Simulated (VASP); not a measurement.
# Mg2Sn (Fm-3m) in VASP: settings compared

The runs below take Mg2Sn through relaxation of cell and atoms, with r2SCAN, PBEsol.

Everything below comes from runs of VASP 6.6.1. Logs are shortened: lines on timing, memory, paths and dates and some standing lists are left out, and cuts for length are marked.

**1. Starting point**

The structure is cubic, space group Fm-3m (No. 225). The conventional cell has a = 6.739 Å, b = 6.739 Å, c = 6.739 Å, α = 90.00°, β = 90.00°, γ = 90.00°. Mg (site symmetry -43m) has 4 Sn at 2.92 Å as nearest neighbours. Around Sn (site symmetry m-3m) lie 8 Mg at 2.92 Å.

**2. Relaxation of cell and atoms, r2SCAN**

The input, INCAR:

```
ALGO = Normal
EDIFF = 1E-6
EDIFFG = -0.01
ENCUT = 600
IBRION = 2
ISIF = 3
ISMEAR = 0
LASPH = T
LCHARG = F
LMIXTAU = T
LREAL = F
LWAVE = F
METAGGA = R2SCAN
NELM = 80
NSW = 90
PREC = Accurate
SIGMA = 0.03
```

The input, KPOINTS:

```
k-points
0
Gamma
  10 10 10
```

The input, POSCAR:

```
Mg2Sn
1.0
    0.0000000000      3.3695000000      3.3695000000
    3.3695000000      0.0000000000      3.3695000000
    3.3695000000      3.3695000000      0.0000000000
Mg Sn
2 1
Direct
    0.2500000000      0.2500000000      0.2500000000
    0.7500000000      0.7500000000      0.7500000000
    0.0000000000      0.0000000000      0.0000000000
```

Potentials or basis: VASP PAW PBE potentials, release 64 (Mg, Sn_d).

Run with:

```bash
cat potpaw_PBE.64/Mg/POTCAR potpaw_PBE.64/Sn_d/POTCAR > POTCAR
mpirun -np 1 vasp_std > vasp.out
```

OUTCAR:

```text
EDIFF = 1E-6
   EDIFFG = -0.01
   ENCUT = 600
   IBRION = 2
   ISIF = 3
   ISMEAR = 0
   LASPH = T
   LREAL = F
   METAGGA = R2SCAN
   NELM = 80
   NSW = 90
   PREC = Accurate

 ion  position               nearest neighbor table
   1  0.250  0.250  0.250-   3 2.92   3 2.92   3 2.92   3 2.92   2 3.37   2 3.37   2 3.37   2 3.37
                             2 3.37   2 3.37
   2  0.750  0.750  0.750-   3 2.92   3 2.92   3 2.92   3 2.92   1 3.37   1 3.37   1 3.37   1 3.37
                             1 3.37   1 3.37
   3  0.000  0.000  0.000-   2 2.92   2 2.92   2 2.92   1 2.92   2 2.92   1 2.92   1 2.92   1 2.92

  LATTYP: Found a face centered cubic cell.
 ALAT       =     6.7390000000

  Lattice vectors:

 A1 = (   0.0000000000,   3.3695000000,   3.3695000000)
 A2 = (   3.3695000000,   0.0000000000,   3.3695000000)
 A3 = (   3.3695000000,   3.3695000000,   0.0000000000)

Analysis of symmetry for initial positions (statically):
=====================================================================
 Subroutine PRICEL returns:
 Original cell was already a primitive cell.

 Routine SETGRP: Setting up the symmetry group for a
 face centered cubic supercell.

 Subroutine GETGRP returns: Found 48 space group operations
 (whereof 48 operations were pure point group operations)
 out of a pool of 48 trial point group operations.

The static configuration has the point symmetry O_h .

Analysis of symmetry for dynamics (positions and initial velocities):
=====================================================================
 Subroutine PRICEL returns:
 Original cell was already a primitive cell.

 Routine SETGRP: Setting up the symmetry group for a
 face centered cubic supercell.

 Subroutine GETGRP returns: Found 48 space group operations
 (whereof 48 operations were pure point group operations)
 out of a pool of 48 trial point group operations.

The dynamic configuration has the point symmetry O_h .

 Subroutine INISYM returns: Found 48 space group operations
 (whereof 48 operations are pure point group operations),
 and found     1 'primitive' translations

----------------------------------------------------------------------------------------

                                     Primitive cell

  volume of cell :      76.5114

  direct lattice vectors                    reciprocal lattice vectors
     0.000000000  3.369500000  3.369500000    -0.148389969  0.148389969  0.148389969
     3.369500000  0.000000000  3.369500000     0.148389969 -0.148389969  0.148389969
     3.369500000  3.369500000  0.000000000     0.148389969  0.148389969 -0.148389969

  length of vectors
     4.765192598  4.765192598  4.765192598     0.257018965  0.257018965  0.257018965

  position of ions in fractional coordinates (direct lattice)
     0.250000000  0.250000000  0.250000000
     0.750000000  0.750000000  0.750000000
     0.000000000  0.000000000  0.000000000

  ion indices of the primitive-cell ions
   primitive index   ion index
                 1           1
                 2           2
                 3           3

----------------------------------------------------------------------------------------

 KPOINTS: k-points

Automatic generation of k-mesh.
 Grid dimensions read from file:
 generate k-points for:   10   10   10

 Generating k-lattice:

  Cartesian coordinates                     Fractional coordinates (reciprocal lattice)
    -0.014838997  0.014838997  0.014838997     0.100000000  0.000000000  0.000000000
     0.014838997 -0.014838997  0.014838997     0.000000000  0.100000000  0.000000000
     0.014838997  0.014838997 -0.014838997     0.000000000  0.000000000  0.100000000

  Length of vectors
     0.025701897  0.025701897  0.025701897

  Shift w.r.t. Gamma in fractional coordinates (k-lattice)
     0.000000000  0.000000000  0.000000000

 Subroutine IBZKPT returns following result:
 ===========================================

 Found     47 irreducible k-points:

 Following reciprocal coordinates:
            Coordinates               Weight
  0.000000  0.000000  0.000000      1.000000
  0.100000  0.000000  0.000000      8.000000
  0.200000  0.000000  0.000000      8.000000
  0.300000  0.000000  0.000000      8.000000
  0.400000  0.000000  0.000000      8.000000
  0.500000  0.000000  0.000000      4.000000
[... 16 lines left out ...]
  0.300000  0.300000  0.000000      6.000000
  0.400000  0.300000  0.000000     24.000000
 [... further k-points ...]
   k-points           NKPTS =     47   k-points in BZ     NKDIM =     47   number of bands    NBANDS=     13
   number of dos      NEDOS =    301   number of ions     NIONS =      3
   total plane-waves  NPLWV =  64000
   dimension x,y,z NGX =    40 NGY =   40 NGZ =   40
   dimension x,y,z NGXF=    80 NGYF=   80 NGZF=   80
   ions per type =               2   1
   NGX,Y,Z   is equivalent  to a cutoff of  13.96, 13.96, 13.96 a.u.
   NGXF,Y,Z  is equivalent  to a cutoff of  27.91, 27.91, 27.91 a.u.
 SYSTEM =  unknown system
   PREC   = accura    normal or accurate (medium, high low for compatibility)
   ISTART =      0    job   : 0-new  1-cont  2-samecut
   ICHARG =      2    charge: 1-file 2-atom 10-const
   ISPIN  =      1    spin polarized calculation?
   LNONCOLLINEAR =      F non collinear calculations
   LSORBIT =      F    spin-orbit coupling
   LASPH  =      T    aspherical Exc in radial PAW
   ENCUT  =  600.0 eV  44.10 Ry    6.64 a.u.   9.52  9.52  9.52*2*pi/ulx,y,z
   NELM   =     80;   NELMIN=  2; NELMDL= -5     # of ELM steps
   EDIFF  = 0.1E-05   stopping-criterion for ELM
   LREAL  =      F    real-space projection
   EDIFFG = -.1E-01   stopping-criterion for IOM
   NSW    =     90    number of steps for IOM
   IBRION =      2    ionic relax: 0-MD 1-quasi-New 2-CG
   NFREE  =      1    steps in history (QN), initial steepest desc. (CG)
   ISIF   =      3    stress and relaxation
   ISYM   =      2    0-nonsym 1-usesym 2-fastsym
   POTIM  = 0.5000    time-step for ionic-motion
   TEBEG  =    0.0;   TEEND  =   0.0 temperature during run
   PSTRESS=    0.0 pullay stress
   NELECT =      18.0000    total number of electrons
   NUPDOWN=      -1.0000    fix difference up-down
   EMIN   =  10.00;   EMAX   =-10.00  energy-range for DOS
   EFERMI =   0.00;   METHOD = LEGACY
   ISMEAR =     0;   SIGMA  =   0.03  broadening in eV -4-tet -1-fermi 0-gaus
   EFERMI_NEDOS =   21; number of points for ismear=-14 and -15
   IALGO  =     38    algorithm
   IMIX   =      4    mixing-type and parameters
     AMIX     =   0.40;   BMIX     =  1.00
     AMIX_MAG =   1.60;   BMIX_MAG =  1.00
  volume/ion in A,a.u.               =      25.50       172.11
  Fermi-wavevector in a.u.,A,eV,Ry     =   1.010625  1.909805 13.896497  1.021364
  Thomas-Fermi vector in A             =   2.143626
   LORBIT       =      0    0 simple, 1 ext, 2 COOP (PROOUT), +10 PAW based schemes
   METAGGA = R2SCAN    functional components
   LHFCALC =     F    Hartree Fock is set to
   AEXX    =    0.0000 exact exchange contribution
   IVDW    =     0    specifies the selected vdW correction
   LEPSILON=     F    determine dielectric tensor
   LRPA    =     F    only Hartree local field effects (RPA)
 conjugate gradient relaxation of ions
 non-spin polarized calculation
 Gauss-broadening in eV      SIGMA  =   0.03
  energy-cutoff  :      600.00
  volume of cell :       76.51
 maximum number of plane-waves:      2637
 NGX is ok and might be reduce to    40
   NGX = 19   NGY = 19   NGZ = 19

--------------------------------------- Ionic step        1  -------------------------------------------

 number of electron      18.0000001 magnetization

 Free energy of the ion-electron system (eV)
  ---------------------------------------------------
  ext. energy  EPLUGINS =         0.00000000
  ---------------------------------------------------
  free energy    TOTEN  =       -33.83015284 eV

  energy without entropy =      -33.83015283  energy(sigma->0) =      -33.83015283

------------------------ aborting loop because EDIFF is reached ----------------------------------------

  FORCE on cell =-STRESS in cart. coord.  units (eV):
  Direction    XX          YY          ZZ          XY          YZ          ZX
  --------------------------------------------------------------------------------------
  -------------------------------------------------------------------------------------
  Total        0.0702346      0.0702346      0.0702346      0.0000000      0.0000000      0.0000000
  in kB        1.4707375      1.4707375      1.4707375      0.0000000      0.0000000      0.0000000
  external PRESSURE =       1.4707375 kB  Pullay stress =       0.0000000 kB
[... 96 lines left out ...]
  energy  without entropy=      -33.8303332963  energy(sigma->0) =      -33.83033331

--------------------------------------- Ionic step        4  -------------------------------------------

 number of electron      18.0000002 magnetization

 Free energy of the ion-electron system (eV)
  ---------------------------------------------------
  ext. energy  EPLUGINS =         0.00000000
  ---------------------------------------------------
  free energy    TOTEN  =       -33.83044885 eV

  energy without entropy =      -33.83044884  energy(sigma->0) =      -33.83044884

 E-fermi :   4.3119     XC(G=0):  -9.3139

 val. band max:        4.2206170631   @ k =   0.0000   0.0000   0.0000
 cond. band min:       4.4032107806   @ k =   0.5000   0.5000   0.0000
 fundamental gap:      0.1825937175
 Fermi energy:         4.3119064338

 k-point     1 :       0.0000    0.0000    0.0000
  band No.  band energies     occupation
      1     -17.2384      2.00000
      2     -17.2384      2.00000
      3     -17.2384      2.00000
      4     -17.1906      2.00000
      5     -17.1906      2.00000
      6      -5.2901      2.00000
      7       4.2206      1.99998
      8       4.2206      1.99998
      9       4.2206      1.99998
     10       6.2514      0.00000
     11       6.6251      0.00000
     12       6.6251      0.00000
     13       6.6251      0.00000
[... 353 lines left out ...]
 k-point    24 :       0.4000    0.3000    0.0000
  band No.  band energies     occupation
      1     -17.2408      2.00000
      2     -17.2321      2.00000
      3     -17.2319      2.00000
      4     -17.1924      2.00000
      5     -17.1877      2.00000
      6      -3.9826      2.00000
      7       0.3927      2.00000
      8       1.9727      2.00000
      9       2.3401      2.00000
     10       4.9347      0.00000
     11       5.5525      0.00000
     12       9.7640      0.00000
     13       9.8152      0.00000

 [... further k-points ...]

------------------------ aborting loop because EDIFF is reached ----------------------------------------

  FORCE on cell =-STRESS in cart. coord.  units (eV):
  Direction    XX          YY          ZZ          XY          YZ          ZX
  --------------------------------------------------------------------------------------
  -------------------------------------------------------------------------------------
  Total        0.0012615      0.0012615      0.0012615     -0.0000000      0.0000000     -0.0000000
  in kB        0.0262794      0.0262794      0.0262794     -0.0000000      0.0000000     -0.0000000
  external PRESSURE =       0.0262794 kB  Pullay stress =       0.0000000 kB
[... 18 lines left out ...]
  FREE ENERGIE OF THE ION-ELECTRON SYSTEM (eV)
  ---------------------------------------------------
  free  energy   TOTEN  =       -33.8304488487 eV

  energy  without entropy=      -33.8304488391  energy(sigma->0) =      -33.83044884

 reached required accuracy - stopping structural energy minimisation
```

Wall time 6.8 min (1 thread of Intel Xeon Platinum 8488C (Sapphire Rapids), shared host); peak memory 0.31 GiB.

Results:

```
Free energy                            : -33.8304 eV
Relaxed volume                         : 25.64 Å³/atom
Relaxed cell                           : a = 4.773 Å, b = 4.773 Å, c = 4.773 Å, α = 60.00°, β = 60.00°, γ = 60.00°
Space group after relaxing (to 0.05 Å) : Fm-3m (No. 225)
Energy gained by relaxing              : 0.1 meV/atom
Ionic steps                            : 4
Pressure after relaxing                : 0.0 GPa
Band gap on the k mesh                 : 0.18 eV, indirect (least direct gap 2.02 eV)
```

Step by step:
```
step  energy change (eV)  largest force (eV/Å)  pressure (GPa)  volume (Å³)
   1              0.0000                0.0000            0.15        76.51
   2             -0.0003                0.0000            0.09        76.77
   3             -0.0002                0.0000           -0.16        77.16
   4             -0.0003                0.0000            0.00        76.91
```

Final structure:
```xyz
3
Lattice="0.0000 3.3753 3.3753 3.3753 0.0000 3.3753 3.3753 3.3753 0.0000" Properties=species:S:1:pos:R:3 pbc="T T T"
Mg    1.6877    1.6877    1.6877
Mg    5.0630    5.0630    5.0630
Sn    0.0000    0.0000    0.0000
```

Caveat: the PAW data sets were made with another functional, which shifts forces and pressure a little; spin-orbit coupling is left out, which moves the levels of the heavy elements.

**3. Relaxation of cell and atoms, r2SCAN**

This run uses another cell than the first one, of 25.64 Å³/atom, 1.005 times its volume.

INCAR: that of step 2 with these lines changed.

```diff
@@ -1,4 +1,4 @@
 ALGO = Normal
-EDIFF = 1E-6
-EDIFFG = -0.01
+EDIFF = 1E-7
+EDIFFG = -0.005
 ENCUT = 600
```

KPOINTS is that of step 2.

The input, POSCAR:

```
Mg2Sn                                   
1.0
    0.0000000000      3.3753202746      3.3753202746
    3.3753202746      0.0000000000      3.3753202746
    3.3753202746      3.3753202746      0.0000000000
  Mg              Sn            
     2     1
Direct
     0.2500000000000000    0.2500000000000000    0.2500000000000000
     0.7500000000000000    0.7500000000000000    0.7500000000000000
     0.0000000000000000    0.0000000000000000    0.0000000000000000
```

Potentials or basis: VASP PAW PBE potentials, release 64 (Mg, Sn_d).

Run with:

```bash
cat potpaw_PBE.64/Mg/POTCAR potpaw_PBE.64/Sn_d/POTCAR > POTCAR
mpirun -np 1 vasp_std > vasp.out
```

It took 3.5 min on 1 thread of Intel Xeon Platinum 8488C (Sapphire Rapids), shared host; peak memory 0.29 GiB.

It converged, with:

* Free energy: -33.8305 eV
* Pressure after relaxing: 0.0 GPa
* Band gap on the k mesh: 0.18 eV, indirect (least direct gap 2.02 eV)

Final structure:
```yaml
crystal:
  lattice:
    - [0.00000, 3.37532, 3.37532]
    - [3.37532, 0.00000, 3.37532]
    - [3.37532, 3.37532, 0.00000]
  atoms:
    - { symbol: Mg, position: [0.25000, 0.25000, 0.25000] }
    - { symbol: Mg, position: [0.75000, 0.75000, 0.75000] }
    - { symbol: Sn, position: [0.00000, 0.00000, 0.00000] }
```

Levels at points of the mesh, in eV from the valence-band top:
```
           k point  band 6  band 7  band 8  band 9  band 10  band 11  band 12  band 13
(0.00, 0.00, 0.00)   -9.51    0.00    0.00    0.00     2.03     2.40     2.40     2.40
(0.50, 0.00, 0.00)   -8.17   -4.98   -0.88   -0.88     1.14     2.49     2.49     4.54
(0.50, 0.50, 0.00)   -7.62   -4.73   -2.21   -2.21     0.18     0.41     7.91     7.91
```

Caveat: the relaxation stopped at its first step, so nothing moved; the PAW data sets were made with another functional, which shifts forces and pressure a little; spin-orbit coupling is left out, which moves the levels of the heavy elements.

**4. Relaxation of cell and atoms, PBEsol**

The input, INCAR:

```
ALGO = Normal
EDIFF = 1E-6
EDIFFG = -0.01
ENCUT = 600
GGA = PS
IBRION = 2
ISIF = 3
ISMEAR = 0
KPAR = 2
LASPH = T
LCHARG = F
LREAL = F
LWAVE = F
NELM = 80
NSW = 90
PREC = Accurate
SIGMA = 0.03
```

KPOINTS is that of step 3.

The input, POSCAR:

```
Mg2Sn
1.0
    0.0000000000      3.3695000000      3.3695000000
    3.3695000000      0.0000000000      3.3695000000
    3.3695000000      3.3695000000      0.0000000000
Mg Sn
2 1
Direct
    0.2500000000      0.2500000000      0.2500000000
    0.7500000000      0.7500000000      0.7500000000
    0.0000000000      0.0000000000      0.0000000000
```

Run with:

```bash
cat potpaw_PBE.64/Mg/POTCAR potpaw_PBE.64/Sn_d/POTCAR > POTCAR
mpirun -np 2 vasp_std > vasp.out
```

It took 50 s on 2 MPI ranks of Intel Xeon Platinum 8488C (Sapphire Rapids), shared host; peak memory 0.28 GiB.

The run converged. Its results:

```yaml
Free_energy: -8.3335 eV
Relaxed_volume: 25.55 Å³/atom
Relaxed_cell: a = 4.768 Å, b = 4.768 Å, c = 4.768 Å, α = 60.00°, β = 60.00°, γ = 60.00°
Space_group_after_relaxing_to_0.05_Å: Fm-3m (No. 225)
Energy_gained_by_relaxing: 0.0 meV/atom
Ionic_steps: 2
Pressure_after_relaxing: 0.0 GPa
Band_gap_on_the_k_mesh: none (metal or under the smearing width)
```

Final structure:
```
CELL_PARAMETERS angstrom
0.00000 3.37164 3.37164
3.37164 0.00000 3.37164
3.37164 3.37164 0.00000
ATOMIC_POSITIONS crystal
Mg 0.25000 0.25000 0.25000
Mg 0.75000 0.75000 0.75000
Sn 0.00000 0.00000 0.00000
```

Levels at points of the mesh, in eV from the Fermi level:
```
           k point  band 7  band 8  band 9  band 10  band 11  band 12
(0.00, 0.00, 0.00)    0.04    0.04    0.04     1.44     2.21     2.21
(0.50, 0.00, 0.00)   -4.80   -0.79   -0.79     0.73     2.26     2.26
(0.50, 0.50, 0.00)   -4.57   -2.08   -2.08    -0.08     0.14     7.27
```

Caveat: the PAW data sets were made with another functional, which shifts forces and pressure a little; this crystal is a semiconductor, whose small gap the functional closes, so the metal is an error of the method.
